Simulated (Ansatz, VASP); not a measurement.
## BiS: VASP beside Ansatz

```
CELL_PARAMETERS angstrom
2.10927 1.21779 3.50049
-2.10927 1.21779 3.50049
0.00000 -2.43558 3.50049
ATOMIC_POSITIONS crystal
Bi 0.00000 0.00000 0.00000
S 0.50000 0.50000 0.50000
```

The cell was built by a generator and needn't be a form met in nature.

Alike in both runs: task relaxation of cell and atoms; functional PBE; k mesh 8 × 8 × 8; occupations fermi-dirac, width 0.05 eV; no spin polarisation.

|  | VASP | Ansatz |
| --- | --- | --- |
| version | VASP 6.6.1 | Ansatz 0.2.0 |
| potentials or method | VASP PAW PBE potentials, release 64 (Bi_d, S) | Ansatz PAW |
| plane-wave cutoff (eV) | 600 | 420 |
| valence electrons in the cell | 21 | 21 |

Ansatz gave:

```
gap on the k mesh at the Fermi level, each at its own relaxed structure (eV) : none
relaxed volume (Å³/atom)                                                     : 25.24
relaxed cell length with the largest relative difference (Å)                 : 4.546
energy change over the relaxation (meV/atom)                                 : -57
```

Q: Which values does VASP return?

A: gap on the k mesh at the Fermi level, each at its own relaxed structure (eV): none; relaxed volume (Å³/atom): 25.23; relaxed cell length with the largest relative difference (Å): 4.543; energy change over the relaxation (meV/atom): -57.

A gap of «none» marks a metal or a gap that the smearing closes.

Caveats: spin-orbit coupling is left out, which moves the levels of the heavy elements; the plane-wave basis is chosen anew once the cell has moved, so the energies of steps on either side of that aren't comparable (Ansatz).
